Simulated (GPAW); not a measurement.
# Ga (Cmcm) in GPAW: reference runs

Aim: a first look at Ga with PBEsol, on the cell as given and on a disturbed one.

All numbers are computed with GPAW 26.7.0; they aren't measurements. Logs are shortened: lines on timing, memory, paths and dates and some standing lists are left out, and cuts for length are marked. The log counts tension as positive stress, the text compression.

## (1) The crystal as given

It takes space group Cmcm (No. 63, orthorhombic). Conventional cell: a = 2.900 Å, b = 8.130 Å, c = 3.170 Å, α = 90.00°, β = 90.00°, γ = 90.00°. Around Ga (site symmetry m2m) lie 8 Ga at 2.68 to 2.90 Å.

This isn't the form of Ga at room conditions, which is orthorhombic.

## (2) Single point, PBEsol

Input file run.py:

```python
from ase import Atoms
from ase.dft.bandgap import bandgap
from ase.io import write
from ase.units import Bohr, GPa
from gpaw import GPAW, PW, setup_paths
from gpaw.elf import elf_from_dft_calculation

setup_paths.insert(0, '.')

atoms = Atoms(['Ga', 'Ga'],
              cell=[[1.45, -4.065, 0.0],
                    [1.45, 4.065, 0.0],
                    [0.0, 0.0, 3.17]],
              scaled_positions=[[0.133, 0.867, 0.75],
                                [0.867, 0.133, 0.25]],
              pbc=True)

calc = GPAW(mode=PW(600),
            xc='PBEsol',
            kpts={'size': (10, 10, 8), 'gamma': True},
            occupations={'name': 'fermi-dirac', 'width': 0.05},
            nbands=10,
            convergence={'density': 1e-05, 'energy': 1e-05},
            maxiter=150,
            txt='gpaw.txt')
atoms.calc = calc
energy = atoms.get_potential_energy()
forces = atoms.get_forces()
stress = atoms.get_stress()
calc.write('gs.gpw')
write('result.traj', atoms)
print(f'Energy: {energy:.6f} eV')
print('Forces (eV/A):')
print(forces.round(4))
print('Stress (GPa):', (stress / GPa).round(3))
print('Fermi level:', round(calc.get_fermi_level(), 4), 'eV')
print(f'Gap: {bandgap(calc)[0]:.4f} eV, direct: {bandgap(calc, direct=True)[0]:.4f} eV')

# fields on the real-space grid
write('density.cube', atoms, data=calc.get_pseudo_density() * Bohr**3)
write('potential.cube', atoms, data=calc.get_electrostatic_potential())
write('elf.cube', atoms, data=elf_from_dft_calculation(calc).data)
```

Potentials or basis: PAW data sets generated in the run's folder for this functional, pw.

Started as:

```sh
$ gpaw-setup -f PBEsol Ga
$ OMP_NUM_THREADS=1 python run.py
```

gpaw.txt:

```text
__  _  _
 | _ |_)|_||  |
 |__||  | ||/\| - 26.7.0

Input parameters:
  mode=PW(ecut=600.0),
  convergence={'density': 1e-05, 'energy': 1e-05},
  kpts=MonkhorstPack(size=(10, 10, 8), gamma=True),
  maxiter=150,
  nbands=10,
  occupations=Occupations(name='fermi-dirac', width=0.05),
  xc=XC(name='PBEsol')

Diagonalizing LCAO Hamiltonian
Converting LCAO to pw mode

           Ga

       Ga

Atoms  # Å, Bohr magnetons
|   | symbol |        x |         y |        z |    initial magnetic moments |
|---|--------|----------|-----------|----------|-----------------------------|
| 0 |     Ga | 1.450000 |  2.983710 | 2.377500 | ( 0.0000,  0.0000,  0.0000) |
| 1 |     Ga | 1.450000 | -2.983710 | 0.792500 | ( 0.0000,  0.0000,  0.0000) |

Unit cell  # Å
| periodic |        x |         y |        z |  lengths |     angles |
|----------|----------|-----------|----------|----------|------------|
|      yes | 1.450000 | -4.065000 | 0.000000 | 4.315869 |  90.000000 |
|      yes | 1.450000 |  4.065000 | 0.000000 | 4.315869 |  90.000000 |
|      yes | 0.000000 |  0.000000 | 3.170000 | 3.170000 | 140.737003 |

Number of symmetries: 4
Symmetry operations  # r_c * U_cc + t_c -> r_c
|   | kind |            matrix            |
|---|------|------------------------------|
| 0 |  E   |  1, 0, 0,  0, 1, 0,  0, 0, 1 |
| 1 |  C2  |  0, 1, 0,  1, 0, 0,  0, 0,-1 |
| 2 |  σ   |  0,-1, 0, -1, 0, 0,  0, 0, 1 |
| 3 |  i   | -1, 0, 0,  0,-1, 0,  0, 0,-1 |

BZ-sampling:
  Number of BZ points: 800
  Number of IBZ points: 227

  Monkhorst-Pack size: [10, 10, 8]
  Monkhorst-Pack shift: [0.05, 0.05, 0.0625]

K-points  # in reciprocal-cell coordinates
|     |                                coordinates |     weight |
|-----|--------------------------------------------|------------|
|   0 | (  0.00000000,   0.00000000,   0.00000000) | 0.00125000 |
|   1 | (  0.00000000,   0.00000000,   0.12500000) | 0.00250000 |
|   2 | (  0.00000000,   0.00000000,   0.25000000) | 0.00250000 |
|   3 | (  0.00000000,   0.00000000,   0.37500000) | 0.00250000 |
|   4 | (  0.00000000,   0.00000000,   0.50000000) | 0.00125000 |
|   5 | (  0.10000000,  -0.10000000,  -0.37500000) | 0.00250000 |
|   6 | (  0.10000000,  -0.10000000,  -0.25000000) | 0.00250000 |
|   7 | (  0.10000000,  -0.10000000,  -0.12500000) | 0.00250000 |
|   8 | (  0.10000000,  -0.10000000,   0.00000000) | 0.00250000 |
|   9 | (  0.10000000,  -0.10000000,   0.12500000) | 0.00250000 |
| ... |                                            |            |
| 226 | (  0.50000000,   0.50000000,   0.50000000) | 0.00125000 |

Plane wave coefficients: 1273
Cutoff: 600.0 eV

Spin-components: 1 (collinear spins)
Bands:           10
Projectors:      10
Spin-degeneracy: 2
Datatype:        complex128

Parallelization:
  kpt:    1
  domain: 1
  band:   1

Density:
  Valence electrons: 6.0
  Components: 1
  Grid points: [25 25 18]
  Charge: 0.0  # |e|

Potential:
  Grid points: [25 25 18]

species:
  Ga:
    name:    Gallium
    Z:       31.0
    valence: 3
    core:    28
    charge:  0.0  # [|e|]
    compensation charges:
      type: gauss
      rc: 0.37  # [Å]
      lmax: 2
    cutoffs:
      filter: 2.06  # [Å]
      core: 4.17  # [Å]
    projectors
    | kind |    occ | energy [eV] | rcut [Å] |
    |------|--------|-------------|----------|
    |   4s |  2.000 |      -8.959 |    1.164 |
    |   4p |  1.000 |      -2.572 |    1.164 |
    |    s |        |      18.252 |    1.164 |
    |    p |        |      24.640 |    1.164 |
    |    d |        |       0.000 |    1.164 |

    Using partial waves for Ga as LCAO basis

Reference energy: -105688.870787  # eV

eigensolver:
  PPCG
  Converge bands: occupied
  niter=2

density mixing:
  MSR1-Mixer
  Pratt-step length: 0.05
  Maximum mixing coefficient: 0.75
  Old densities: 10
  SVD Regularization: 0.005
  Good broyden scale: 1.0
  Trust region scale: 1.0
  Backstep threshold: 4.0
  History deletion threshold: 6.0
  Fourier metric: weight=20.0, sigma=0.015

occupation numbers:
  Fermi-Dirac:
    width: 0.0500  # eV

poisson solver:
  ecut: 4800.0  # eV

xc functional:
  name: PBEsol with 2 nearest neighbor stencil

convergence criteria:
- Maximum integral of absolute [dens]ity change: 1e-05 electrons / valence electron
- Maximum [total energy] change in last 3 cyles: 1e-05 eV / valence electron
- Maximum integral of absolute [eigenst]ate change: 4e-08 eV^2 / valence electron
maximum number of iterations: 150

SCF iterations
|iter     | |      energy | eigst |  dens |
|---------|-|-------------|-------|-------|
|iter:   1| |   -6.697117 | -0.91 |       |
|iter:   2| |   -6.695671 | -3.23 | -1.05 |
|iter:   3| |   -6.680307 | -3.53 | -1.07 |
|iter:   4| |   -6.679186 | -4.19 | -1.60 |
|iter:   5| |   -6.679182 | -5.60 | -2.73 |
|iter:   6| |   -6.679182c| -6.70 | -3.30 |
|iter:   7| |   -6.679182c| -7.68c| -4.13 |
|iter:   8| |   -6.679182c| -8.51c| -4.58 |
|iter:   9| |   -6.679182c| -9.55c| -5.70c|

Converged in 9 steps
Energy contributions relative to reference atoms: (reference = -105688.870787)

Energy contributions:
  Kinetic:          17.411657
  Coulomb:         -13.855420
  Zero:              0.012654
  External:          0.000000
  Xc:              -10.246540
  Entropy:          -0.003067
  Spinorbit:         0.000000
  ----------------------------
  Free energy:      -6.680716
  Extrapolated:     -6.679182

dipole moment: (-0.000043, -0.000000, -0.000047)  # |e|*Ang

Fermi level: 6.116
Eigenvalues  # (at kpt = [0.000, 0.000, 0.000])
| band index |      eig [eV] | occ [0-2] |
|------------|---------------|-----------|
|          0 |        -5.082 |     2.000 |
|          1 |         3.884 |     2.000 |
|          2 |         4.564 |     2.000 |
|          3 |         9.073 |     0.000 |
|          4 |        12.711 |     0.000 |
|          5 |        14.006 |     0.000 |
|          6 |        14.924 |     0.000 |
|          7 |        16.543 |     0.000 |
|          8 |        17.471 |     0.000 |
|          9 |        17.631 |     0.000 |

No gap
No difference between direct/indirect transitions

Forces  # eV/Ang
|       x |        y |        z |
|---------|----------|----------|
| 0.00000 | -0.22846 | -0.00000 |  # Ga   0
| 0.00000 |  0.22846 |  0.00000 |  # Ga   1

Stress tensor  # eV/Ang^3
|        x |         y |         z |
|----------|-----------|-----------|
| 0.021701 |  0.000000 |  0.000000 |
| 0.000000 |  0.006916 | -0.000000 |
| 0.000000 | -0.000000 |  0.002701 |

# Writing to gs.gpw (mode='')
```

It took 76 s on 1 thread of Arm Neoverse N1, shared host; peak memory 0.23 GiB.

What came out:

```yaml
Free_energy: -6.6807 eV
Pressure: -1.7 GPa
Largest_force: 0.228 eV/Å
Band_gap_on_the_k_mesh: none (metal or under the smearing width)
```

Forces on the atoms (eV/Å):
```
Ga   0.000 -0.228  0.000
Ga   0.000  0.228  0.000
```

Levels at points of the mesh, in eV from the Fermi level:
```tsv
k point	band 1	band 2	band 3	band 4	band 5	band 6
(0.00, 0.00, 0.00)	-11.20	-2.23	-1.55	2.96	6.60	7.89
(0.00, 0.00, 0.50)	-7.40	-7.40	1.90	1.90	2.55	2.55
(0.50, 0.00, 0.00)	-6.74	-5.39	-1.73	-0.41	6.57	6.80
(0.50, 0.00, 0.50)	-3.01	-3.01	-1.58	-1.58	1.92	1.92
(0.50, 0.50, 0.00)	-9.19	-8.55	5.20	5.87	5.92	7.14
(0.50, 0.50, 0.50)	-5.63	-5.63	-4.22	-4.22	9.63	9.63
```

Caveat: the program warned that so skewed a cell can give wrong results.

## (3) Single point, PBEsol (atoms moved at random, drawn with an rms of 0.05 Å)

Changes to run.py since step 2:

```diff
@@ -3,5 +3,4 @@
 from ase.io import write
-from ase.units import Bohr, GPa
+from ase.units import GPa
 from gpaw import GPAW, PW, setup_paths
-from gpaw.elf import elf_from_dft_calculation
 
@@ -13,4 +12,4 @@
                     [0.0, 0.0, 3.17]],
-              scaled_positions=[[0.133, 0.867, 0.75],
-                                [0.867, 0.133, 0.25]],
+              scaled_positions=[[0.142651, 0.88362, 0.752161],
+                                [0.86304, 0.146187, 0.261977]],
               pbc=True)
@@ -37,6 +36 @@
 print(f'Gap: {bandgap(calc)[0]:.4f} eV, direct: {bandgap(calc, direct=True)[0]:.4f} eV')
-
-# fields on the real-space grid
-write('density.cube', atoms, data=calc.get_pseudo_density() * Bohr**3)
-write('potential.cube', atoms, data=calc.get_electrostatic_potential())
-write('elf.cube', atoms, data=elf_from_dft_calculation(calc).data)
```

Potentials or basis: PAW data sets generated in the run's folder for this functional, pw.

Started as:

```sh
$ gpaw-setup -f PBEsol Ga
$ OMP_NUM_THREADS=1 python run.py
```

gpaw.txt:

```text
__  _  _
 | _ |_)|_||  |
 |__||  | ||/\| - 26.7.0

Input parameters:
  mode=PW(ecut=600.0),
  convergence={'density': 1e-05, 'energy': 1e-05},
  kpts=MonkhorstPack(size=(10, 10, 8), gamma=True),
  maxiter=150,
  nbands=10,
  occupations=Occupations(name='fermi-dirac', width=0.05),
  xc=XC(name='PBEsol')

Diagonalizing LCAO Hamiltonian
Converting LCAO to pw mode

           Ga

       Ga

Atoms  # Å, Bohr magnetons
|   | symbol |        x |         y |        z |    initial magnetic moments |
|---|--------|----------|-----------|----------|-----------------------------|
| 0 |     Ga | 1.488093 |  3.012039 | 2.384350 | ( 0.0000,  0.0000,  0.0000) |
| 1 |     Ga | 1.463379 | -2.914007 | 0.830467 | ( 0.0000,  0.0000,  0.0000) |

Unit cell  # Å
| periodic |        x |         y |        z |  lengths |     angles |
|----------|----------|-----------|----------|----------|------------|
|      yes | 1.450000 | -4.065000 | 0.000000 | 4.315869 |  90.000000 |
|      yes | 1.450000 |  4.065000 | 0.000000 | 4.315869 |  90.000000 |
|      yes | 0.000000 |  0.000000 | 3.170000 | 3.170000 | 140.737003 |

[... 124 lines left out ...]

Converged in 9 steps
Energy contributions relative to reference atoms: (reference = -105688.870787)

Energy contributions:
  Kinetic:          17.454734
  Coulomb:         -13.885914
  Zero:              0.012386
  External:          0.000000
  Xc:              -10.262733
  Entropy:          -0.003462
  Spinorbit:         0.000000
  ----------------------------
  Free energy:      -6.684989
  Extrapolated:     -6.683258

dipole moment: (0.382547, 0.735251, 0.193822)  # |e|*Ang

Fermi level: 6.111
Eigenvalues  # (at kpt = [0.000, 0.000, 0.000])
| band index |      eig [eV] | occ [0-2] |
|------------|---------------|-----------|
|          0 |        -5.097 |     2.000 |
|          1 |         3.918 |     2.000 |
|          2 |         4.564 |     2.000 |
|          3 |         9.063 |     0.000 |
|          4 |        12.686 |     0.000 |
|          5 |        13.866 |     0.000 |
|          6 |        15.059 |     0.000 |
|          7 |        16.507 |     0.000 |
|          8 |        17.494 |     0.000 |
|          9 |        17.713 |     0.000 |

No gap
No difference between direct/indirect transitions

Forces  # eV/Ang
|        x |        y |        z |
|----------|----------|----------|
| -0.01048 | -0.02969 |  0.05765 |  # Ga   0
|  0.01048 |  0.02969 | -0.05765 |  # Ga   1

Stress tensor  # eV/Ang^3
|        x |         y |         z |
|----------|-----------|-----------|
| 0.018138 |  0.000446 |  0.000083 |
| 0.000446 |  0.008743 | -0.000004 |
| 0.000083 | -0.000004 |  0.004165 |

# Writing to gs.gpw (mode='')
```

stdout:

```text
<dir> UserWarning: The angles between your unit-cell vectors are 90.0, 90.0 and 140.7 degrees.  Results may be wrong!  Please Niggli-reduce your unit-cell so that the angles are closer to 90 degrees:

  from ase.build import niggli_reduce
  niggli_reduce(atoms)

  warnings.warn(
Energy: -6.683258 eV
Forces (eV/A):
[[-0.0105 -0.0297  0.0577]
 [ 0.0105  0.0297 -0.0577]]
Stress (GPa): [ 2.906e+00  1.401e+00  6.670e-01 -1.000e-03  1.300e-02  7.200e-02]
Fermi level: 6.1109 eV
Gap: 0.0000 eV, direct: 0.0000 eV
```

Wall time 2.1 min (1 thread of Arm Neoverse N1, shared host); peak memory 0.31 GiB.

Results:

```yaml
Free_energy: -6.6850 eV
Pressure: -1.7 GPa
Largest_force: 0.066 eV/Å
Band_gap_on_the_k_mesh: none (metal or under the smearing width)
```

Forces in eV/Å, atoms in the order of the input:
```
Ga  -0.010 -0.030  0.058
Ga   0.010  0.030 -0.058
```

Stress tensor (GPa, compression positive):
```
-2.91 -0.07 -0.01
-0.07 -1.40  0.00
-0.01  0.00 -0.67
```

Caveat: the program warned that so skewed a cell can give wrong results.
